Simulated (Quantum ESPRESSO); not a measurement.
The system is Au.

```xyz
1
Lattice="2.7484 0.0000 0.0000 0.0000 2.7484 0.0000 0.0000 0.0000 2.7484" Properties=species:S:1:pos:R:3 pbc="T T T"
Au    1.3742    1.3742    1.3742
```

The cell was built by a generator and needn't be a form met in nature.

| Item | Value |
| --- | --- |
| Program | Quantum ESPRESSO 7.5 |
| Task | phonons |
| Functional | BLYP |
| Potentials or basis | JTH 2.0 PBE |
| Cutoff | 707 eV |
| Density cutoff | 4245 eV |
| k mesh | 10 × 10 × 10, shifted |
| Occupations | gaussian, width 0.272 eV |
| Spin | no spin polarisation |
| Mixing beta | 0.5 |
| Most SCF iterations | 120 |
| SCF threshold | 2e-10 Ry |

The cell and the atoms were relaxed first, to 22.32 Å³/atom (a = 2.815 Å, b = 2.815 Å, c = 2.815 Å, α = 90.00°, β = 90.00°, γ = 90.00°), and the response was taken there.

At M the frequencies are 17 127 127 cm⁻¹, at a pressure of 0.0 GPa.

Problem. How do the modes respond when the cell is scaled evenly, at fixed shape?

Solution. The highest mode has a Grüneisen parameter of 2.77 and moves by +4.2 cm⁻¹ per GPa. None of the listed modes softens on compression. The pressures give a bulk modulus of about 84 GPa.

Frequencies at 99 % and 101 % of the volume (pressures 0.9 and -0.8 GPa), ions relaxed:
| mode | 99 % (cm⁻¹) | 101 % (cm⁻¹) | Grüneisen parameter |
| --- | --- | --- | --- |
| 2 | 130.4 | 123.4 | 2.77 |
| 3 | 130.4 | 123.4 | 2.77 |

Modes are matched by their order; those that don't vary smoothly over the three volumes are left out.

Caveat: the mesh is thin for the phonons of a metal; the potentials were made for another functional, which shifts forces and pressure.
